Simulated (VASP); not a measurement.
# MoS$_{2}$ (strained 3R (MoS2) bulk), PBE single-point calculation: Ansatz's output and VASP's

```yaml
crystal:
  lattice:
    - [1.60347, 0.92576, 6.16297]
    - [-1.60347, 0.92576, 6.16297]
    - [0.00000, -1.85152, 6.16297]
  atoms:
    - { symbol: Mo, position: [0.99998, 0.99998, 0.99998] }
    - { symbol: S, position: [0.41688, 0.41688, 0.41688] }
    - { symbol: S, position: [0.24980, 0.24980, 0.24980] }
```

Ansatz printed

```
SCF 1 converged in 7 iterations: F = -6762.774745 eV  dr2 = 6.24e-8
  greatest PAW one-centre occupation: 0.998 electrons in one spin orbital (limit 2), on the Mo atom at site 0 (counted from 0), in its partial waves of l = 0
NSCF: frozen V_eff on 10 k-points
SCF converged after 7 iterations
Free energy (F): -6762.774745 eV
Harris-Foulkes:  -6762.774745 eV  (|F-HF|=1.51e-7)
Internal energy: -6762.774745 eV  (E = F + TS)
E sigma→0 (E₀):  -6762.774745 eV
Fermi energy:    11.043033 eV
--- Per-component energies (eV) ---
  E_band       = -165.800119
  E_kinetic    = 655.197108
  E_local      = -1991.811728  (includes V_loc(G=0)·N_el)
  E_nonlocal   = 199.162413
  E_hartree    = 764.783778
  E_xc         = -378.212999
  E_vxc        = -404.614099  (∫ρ·V_xc dr)
  E_paw        = -4401.494306  (= ΣΔE_a)
  E_vpaw       = -153.297150  (= ΣTr[D̂ρ^β])
  E_aug_tail   = 0.000043  (compensation charges beyond the density's cutoff)
  E_ewald      = -1610.399053
  E_smearing   = -0.000000  (= −TS)
  E_closure    = -0.000000  (closes the sum)
  Σ components = -6762.774745   (vs F -6762.774745, Δ=0.00e0)
--- Forces (eV/Å), atoms counted from 1 ---
  atom   1  Mo     0.00000000    -0.00000000     0.00218308
  atom   2  S      0.00000000     0.00000000     0.10056135
  atom   3  S      0.00000000    -0.00000000    -0.10277359
  max |Σ_I F_I| component: 2.92e-5 eV/Å
--- Stress (GPa, compression-positive) ---
       -0.732349       0.000000       0.000000
        0.000000      -0.732349      -0.000000
        0.000000      -0.000000       3.138724
  P = ⅓ Tr σ = 0.5580 GPa (5.580 kbar)
--- Band table (eV; the first three rows and the last of 116) ---
  k-point 0: bands = ["-51.0257", "-25.1512", "-24.9729", "-24.9729", "-4.3436", "-2.6756", "3.7725", "7.1485", "7.1485", "8.2363", "8.2363", "9.4247", "9.5502", "12.5020", "12.5020", "12.9066", "12.9066"]
  k-point 1: bands = ["-51.0225", "-25.1445", "-25.0069", "-24.9807", "-4.1980", "-2.6320", "3.9426", "6.8424", "7.2997", "7.7781", "8.0114", "9.4251", "9.6493", "12.4294", "12.4807", "12.7144", "12.7857"]
  k-point 2: bands = ["-51.0140", "-25.1271", "-25.0949", "-25.0008", "-3.7937", "-2.5106", "4.3428", "6.2049", "6.9506", "7.5225", "7.7115", "9.2097", "9.3827", "11.8882", "12.4226", "12.7573", "13.2470"]
  k-point 115: bands = ["-51.0257", "-25.1513", "-24.9730", "-24.9730", "-4.1036", "-3.0793", "4.7477", "7.1330", "7.1330", "7.2349", "8.2655", "8.2655", "10.6326", "12.5942", "12.5942", "12.7771", "12.7771"]
```

Datasets and cutoffs are each program's own. VASP's cell holds 26 valence electrons and Ansatz's 26. Ansatz's stress includes a Pulay correction; VASP's doesn't.

Question: What does VASP give for the same cell and level of theory?

Answer: gap between bands v and c 0.78 eV; least direct gap 1.58 eV; pressure 0.4 GPa; largest force 0.09 eV/Å.

From OUTCAR

```
k-points           NKPTS =    116   k-points in BZ     NKDIM =    116   number of bands    NBANDS=     20

   NELECT =      26.0000    total number of electrons

   dimension x,y,z NGX =    48 NGY =   48 NGZ =   48
   dimension x,y,z NGXF=    96 NGYF=   96 NGZF=   96

  energy-cutoff  :      520.00
  volume of cell :       54.89
      direct lattice vectors                 reciprocal lattice vectors
     1.603466640  0.925761896  6.162969989     0.311824386  0.180031893  0.054086477
    -1.603466640  0.925761896  6.162969989    -0.311824386  0.180031893  0.054086477
     0.000000000 -1.851523792  6.162969989     0.000000000 -0.360063786  0.054086477

 k-points in reciprocal lattice and weights: KPOINTS created by Atomic Simulation Env
   0.00000000  0.00000000  0.00000000       0.001
   0.10000000 -0.00000000  0.00000000       0.006
   0.20000000 -0.00000000  0.00000000       0.006
   0.30000000 -0.00000000 -0.00000000       0.006
   0.40000000 -0.00000000  0.00000000       0.006
   0.50000000 -0.00000000  0.00000000       0.003
   0.10000000  0.10000000  0.00000000       0.006
   0.20000000  0.10000000  0.00000000       0.012
   ...

 E-fermi :   7.6584

 k-point     1 :       0.0000    0.0000    0.0000
  band No.  band energies     occupation
      1     -54.3447      2.00000
      2     -28.4731      2.00000
      3     -28.2975      2.00000
      4     -28.2975      2.00000
      5      -7.6554      2.00000
      6      -5.9910      2.00000
      7       0.4382      2.00000
      8       3.8321      2.00000
      9       3.8321      2.00000
     10       4.9177      2.00000
     11       4.9177      2.00000
     12       6.0930      2.00000
     13       6.2280      2.00000
     14       9.1820      0.00000
     15       9.1820      0.00000
     16       9.5855      0.00000
     17       9.5855      0.00000
     18      12.5411      0.00000
     19      15.2148      0.00000
     20      15.7320      0.00000

 k-point     2 :       0.1000   -0.0000    0.0000
  band No.  band energies     occupation
      1     -54.3415      2.00000
      2     -28.4665      2.00000
      3     -28.3314      2.00000
      4     -28.3052      2.00000
      5      -7.5097      2.00000
      6      -5.9472      2.00000
      7       0.6089      2.00000
      8       3.5250      2.00000
      9       3.9832      2.00000
     10       4.4575      2.00000
     11       4.6925      2.00000
     12       6.0977      2.00000
     13       6.3204      2.00000
     14       9.1128      0.00000
     15       9.1621      0.00000
     16       9.3942      0.00000
     17       9.4654      0.00000
     18      13.2085      0.00000
     19      15.7386      0.00000
     20      15.8936      0.00000

 k-point     3 :       0.2000   -0.0000    0.0000
  band No.  band energies     occupation
      1     -54.3330      2.00000
      2     -28.4492      2.00000
      3     -28.4192      2.00000
      4     -28.3253      2.00000
      5      -7.1051      2.00000
      6      -5.8254      2.00000
      7       1.0119      2.00000
      8       2.8835      2.00000
      9       3.6284      2.00000
     10       4.2035      2.00000
     11       4.3946      2.00000
     12       5.8771      2.00000
     13       6.0547      2.00000
     14       8.5698      0.00000
     15       9.1027      0.00000
     16       9.4493      0.00000
     17       9.9277      0.00000
     18      14.3565      0.00000
     19      15.8110      0.00000
     20      16.2525      0.00000

 k-point     4 :       0.3000   -0.0000   -0.0000
  band No.  band energies     occupation
      1     -54.3225      2.00000
      2     -28.5261      2.00000
      3     -28.4277      2.00000
      4     -28.3501      2.00000
      5      -6.5433      2.00000
      6      -5.6590      2.00000
      7       1.1951      2.00000
      8       2.4255      2.00000
      9       2.8348      2.00000
     10       3.7224      2.00000
     11       4.9280      2.00000
     12       5.4014      2.00000
     13       5.6208      2.00000
     14       8.5770      0.00000
     15       8.8232      0.00000
     16      10.0677      0.00000
     17      10.3441      0.00000
     18      14.4063      0.00000
     19      14.8952      0.00000
     20      15.3824      0.00000

 ...

  Total       -0.2872133     -0.2872133      1.0224933      0.0000000      0.0000000      0.0000000
  in kB       -8.3832924     -8.3832924     29.8449269      0.0000000      0.0000000      0.0000000
  external PRESSURE =       4.3594474 kB  Pullay stress =       0.0000000 kB

 POSITION                                       TOTAL-FORCE (eV/Angst)
 -----------------------------------------------------------------------------------
      0.00000      0.00000     18.48862         0.000000      0.000000      0.002463
      0.00000      0.00000      7.70765         0.000000      0.000000      0.087750
      0.00000      0.00000      4.61857         0.000000     -0.000000     -0.090212
 -----------------------------------------------------------------------------------
    total drift:                                0.000000     -0.000000     -0.000051

  FREE ENERGIE OF THE ION-ELECTRON SYSTEM (eV)
  ---------------------------------------------------
  free  energy   TOTEN  =       -21.8113793644 eV

  energy  without entropy=      -21.8113793644  energy(sigma->0) =      -21.81137936
```
